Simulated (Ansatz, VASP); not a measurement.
This is a calculation of HfB for Ansatz 0.2.0.

input.yaml

```yaml
crystal:
  lattice:
    - [0.0, 2.2944961772, 2.2944961772]
    - [2.2944961772, 0.0, 2.2944961772]
    - [2.2944961772, 2.2944961772, 0.0]
  atoms:
    - { symbol: Hf, position: [0.5, 0.5, 0.5] }
    - { symbol: B, position: [0.0, 0.0, 0.0] }
hamiltonian:
  xc: pbe
  pseudopotentials: { kind: paw }
kpoints:
  mp_grid: { grid: [10, 10, 10] }
scf:
  occupations: { method: fermi_dirac, width: 0.05 }
output:
  forces: true
  stress: true
  eigenvalues: true
```

Potentials or basis: Ansatz PAW.

Launch:

```bash
$ ansatz run input.yaml --threads 1 --pin off --max-ram 3584MiB --backend cpu --events-out ev --progress --plain --runs-dir out
```

Q: Translate it to VASP 6.6.1. Potentials there: VASP PAW PBE potentials, release 64 (Hf_pv, B).

A: As run (the cutoff follows the program's own potentials):

INCAR

```
PREC = Accurate ; ENCUT = 520
EDIFF = 1E-7 ; ISMEAR = -1
SIGMA = 0.05 ; LREAL = False
LASPH = True ; NELM = 80
ALGO = Normal ; ISIF = 2
LWAVE = False ; LCHARG = False
GGA = PE ; NBANDS = 14
```

KPOINTS

```
regular mesh
0
Gamma
  10 10 10
```

POSCAR

```
HfB
1.0
    0.0000000000      2.2944961772      2.2944961772
    2.2944961772      0.0000000000      2.2944961772
    2.2944961772      2.2944961772      0.0000000000
Hf B
1 1
Direct
    0.5000000000      0.5000000000      0.5000000000
    0.0000000000      0.0000000000      0.0000000000
```

Potentials or basis: VASP PAW PBE potentials, release 64 (Hf_pv, B).

Run with:

```sh
$ cat potpaw_PBE.64/Hf_pv/POTCAR potpaw_PBE.64/B/POTCAR > POTCAR
$ mpirun -np 1 vasp_std > vasp.out
```

Both were run:

|  | VASP | Ansatz | Ansatz less VASP |
| --- | --- | --- | --- |
| gap on the k mesh at the Fermi level (eV) | none | none | - |
| pressure (GPa) | 36.4 | 35.3 | -1.07 |

A gap of «none» marks a metal or a gap that the smearing closes. The two sets of potentials don't hold the same shells in valence.

Spin-orbit coupling is left out, which matters for the levels of Hf.
